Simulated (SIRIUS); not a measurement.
**Sb under changes of volume**

One of the cells (26.737 Å³/atom); the others are scaled copies at fixed shape and fractional positions:

```
Sb
1.0
    -1.88373    1.88373    1.88373
     1.88373   -1.88373    1.88373
     1.88373    1.88373   -1.88373
Sb
1
Direct
  0.00000 0.00000 0.00000
```

This isn't the form of Sb at room conditions, which is rhombohedral.

* Program: SIRIUS 7.12.0
* Functional: PBEsol
* Potentials or basis: PseudoDojo 0.4.1 PBEsol standard (scalar relativistic)
* Cutoff: 1102 eV
* Density cutoff: 4408 eV
* k mesh: 10 × 10 × 10
* Occupations: fermi-dirac, width 0.05 eV
* Spin: no spin polarisation

| volume (Å³/atom) | energy over the lowest point (meV/atom) | pressure (GPa) |
| --- | --- | --- |
| 24.640 | 21.47 | 4.8 |
| 25.165 | 8.45 | 3.0 |
| 25.689 | 0.85 | 1.4 |
| 26.737 | 0.00 | -1.3 |
| 27.262 | 5.86 | -2.4 |
| 27.786 | ? | ? |

What does the run at 27.786 Å³/atom give?

Energy over the lowest point 15.38 meV/atom; pressure -3.5 GPa.

Worked out: A Birch-Murnaghan fit of order 3 (a polynomial in V^(-2/3)) to the other rows has its minimum at 26.26 Å³/atom with B0 = V·E''(V) = 68 GPa and B' = 3.8. It gives 15.40 meV/atom at 27.786 Å³/atom, against the run's 15.38, and -dE/dV = -3.4 GPa, against -3.5.

Energies are extrapolated to zero smearing.
